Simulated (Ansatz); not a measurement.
**Sn (bcc)**

The computed numbers are results of PBE, scalar-relativistic (no spin polarisation) in the plane-wave PAW code Ansatz at 420 eV, 16×16×16 k-mesh, Gaussian smearing of 0.05 eV. The datasets are Ansatz's generated set soft_2.

```cif
data_structure
_symmetry_space_group_name_H-M 'P 1'
_symmetry_Int_Tables_number 1
_cell_length_a 3.3057
_cell_length_b 3.3057
_cell_length_c 3.3057
_cell_angle_alpha 109.471
_cell_angle_beta 109.471
_cell_angle_gamma 109.471
_cell_volume 27.81
loop_
_atom_site_label
_atom_site_type_symbol
_atom_site_fract_x
_atom_site_fract_y
_atom_site_fract_z
_atom_site_occupancy
Sn1 Sn 0.00000 0.00000 0.00000 1
```

At room temperature and ambient pressure Sn takes another structure.

The cell is relaxed to zero pressure at this level.

Path: Γ–H–N–Γ–P–H | P–N, with Γ = (0.000, 0.000, 0.000), H = (0.500, -0.500, 0.500), N = (0.000, 0.000, 0.500), P = (0.250, 0.250, 0.250) in reciprocal vectors of the calculation's cell.

Question: Is it a metal or an insulator, and if it has a gap, where are the band edges on this path?

Answer: A metal: bands cross the Fermi level.

Bands as a text map, energy in eV from the Fermi level (dashes), each leg drawn with the same width:
```
  2.86 |   *       *                                 
  2.57 |                  *              *        *  
  2.29 |            *            *                   
  2.00 |          *             *               *    
  1.71 |    *                                    *   
  1.43 |    *      *                                 
  1.14 |         *                                   
  0.86 |                          *            *     
  0.57 |     *    *                  *    *     *    
  0.29 |     *           *                           
  0.00 |--------**---------------*------------*------
 -0.29 |      ***                  *       *   *     
 -0.57 |                                             
 -0.86 |        *                         *  **      
 -1.14 |                                             
 -1.43 |                          * *    *  **       
 -1.71 |         *      *                    *       
 -2.00 |                             *  *            
 -2.29 |                           *  **             
 -2.57 |       *  *                        *  *      
 -2.86 |                                             
 -3.14 |        *  *                      *    *     
 -3.43 |               *                        *    
 -3.71 |      *     *                                
 -4.00 |         *                               *   
 -4.29 |             **                  *        ***
 -4.57 |                                             
 -4.86 |          *                     *            
        Γ      H      N      Γ      P      HP       N
```
